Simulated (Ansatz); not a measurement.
# SrCl2: the cost of one run

Method: reference: DFT, HSE06, plane waves, PAW, in Ansatz 0.2.0.

1 further run of the same task is left out (for a known fault of the program).

## (1) The structure to begin with

The structure is cubic, space group Fm-3m (No. 225). The conventional cell has a = 6.995 Å, b = 6.995 Å, c = 6.995 Å, α = 90.00°, β = 90.00°, γ = 90.00°. Sr (site symmetry m-3m) has 8 Cl at 3.03 Å as nearest neighbours. Around Cl (site symmetry -43m) lie 4 Sr at 3.03 Å.

Structure file:

```
Sr Cl
1.0
     0.00000    3.49765    3.49765
     3.49765    0.00000    3.49765
     3.49765    3.49765    0.00000
Sr Cl
1 2
Direct
  0.00000 0.00000 0.00000
  0.25000 0.25000 0.25000
  0.75000 0.75000 0.75000
```

## (2) The reference run

input.yaml

```yaml
crystal:
  lattice:
    - [0.0, 3.4976509443, 3.4976509443]
    - [3.4976509443, 0.0, 3.4976509443]
    - [3.4976509443, 3.4976509443, 0.0]
  atoms:
    - { symbol: Sr, position: [0.0, 0.0, 0.0] }
    - { symbol: Cl, position: [0.25, 0.25, 0.25] }
    - { symbol: Cl, position: [0.75, 0.75, 0.75] }
kpoints:
  mp_grid: { grid: [4, 4, 4] }
hamiltonian:
  xc: hse06
scf:
  occupations: { method: fixed }
  n_extra_bands: 4
output:
  forces: true
  stress: true
  eigenvalues: true
```

Run with:

```console
$ ansatz run input.yaml --threads 4 --pin off --max-ram 3686MiB --backend cpu --events-out ev --progress --plain --runs-dir out
```

Q: Estimate wall time and peak memory on 4 threads of Arm Neoverse V2, shared host.

About 5.6 s, with a peak of 0.82 GiB.
